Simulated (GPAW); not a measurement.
A calculation with GPAW 26.7.0 of MgS (Niningerite) (ASE script, structure typed inline):

File run.py:

```python
from ase import Atoms
from ase.dft.bandgap import bandgap
from ase.io import write
from ase.units import GPa
from gpaw import GPAW, PW

atoms = Atoms(['S', 'Mg'],
              cell=[[0.0, 2.60165, 2.60165],
                    [2.60165, 0.0, 2.60165],
                    [2.60165, 2.60165, 0.0]],
              scaled_positions=[[0.5, 0.5, 0.5],
                                [0.0, 0.0, 0.0]],
              pbc=True)

calc = GPAW(mode=PW(650),
            xc='PBE',
            kpts={'size': (7, 7, 7), 'gamma': True},
            occupations={'name': 'fermi-dirac', 'width': 0.05},
            nbands=16,
            maxiter=120,
            txt='gpaw.txt')
atoms.calc = calc
energy = atoms.get_potential_energy()
forces = atoms.get_forces()
stress = atoms.get_stress()
calc.write('gs.gpw')
write('result.traj', atoms)
print(f'Energy: {energy:.6f} eV')
print('Forces (eV/A):')
print(forces.round(4))
print('Stress (GPa):', (stress / GPa).round(3))
print('Fermi level:', round(calc.get_fermi_level(), 4), 'eV')
print(f'Gap: {bandgap(calc)[0]:.4f} eV, direct: {bandgap(calc, direct=True)[0]:.4f} eV')
```

Potentials or basis: GPAW PAW data sets (gpaw-data 1.2.1), pw.

Command:

```bash
$ OMP_NUM_THREADS=1 python run.py
```

Problem. Write the same calculation in another form: ASE script, structure by space group and Wyckoff sites.

Solution. As run:

Contents of run.py:

```python
from ase.dft.bandgap import bandgap
from ase.io import write
from ase.spacegroup import crystal
from ase.units import GPa
from gpaw import GPAW, PW

# S 4b
# Mg 4a
atoms = crystal(['S', 'Mg'],
                basis=[[0.5, 0.0, 0.0],
                       [0.0, 0.0, 0.0]],
                spacegroup=225, setting=1,  # Fm-3m
                cellpar=[5.2033, 5.2033, 5.2033, 90.0, 90.0, 90.0],
                primitive_cell=True)

calc = GPAW(mode=PW(650),
            xc='PBE',
            kpts={'size': (7, 7, 7), 'gamma': True},
            occupations={'name': 'fermi-dirac', 'width': 0.05},
            nbands=16,
            maxiter=120,
            txt='gpaw.txt')
atoms.calc = calc
energy = atoms.get_potential_energy()
forces = atoms.get_forces()
stress = atoms.get_stress()
calc.write('gs.gpw')
write('result.traj', atoms)
print(f'Energy: {energy:.6f} eV')
print('Forces (eV/A):')
print(forces.round(4))
print('Stress (GPa):', (stress / GPa).round(3))
print('Fermi level:', round(calc.get_fermi_level(), 4), 'eV')
print(f'Gap: {bandgap(calc)[0]:.4f} eV, direct: {bandgap(calc, direct=True)[0]:.4f} eV')
```

Potentials or basis: GPAW PAW data sets (gpaw-data 1.2.1), pw.

Run with:

```bash
$ OMP_NUM_THREADS=1 python run.py
```

Both were run:

|  | ASE script, structure typed inline | ASE script, structure by space group and Wyckoff sites |
| --- | --- | --- |
| Pressure | 1.0 GPa | 1.0 GPa |
| Band gap on the k mesh | 3.01 eV, indirect (least direct gap 3.72 eV) | 3.01 eV, indirect (least direct gap 3.72 eV) |

Keys that steer only the numerical path or the files written may differ.

Caveat: the cutoff is short for stress and forces, so pressures can be off by a GPa or more; an odd mesh through Γ misses points on the zone boundary, where band edges often lie.
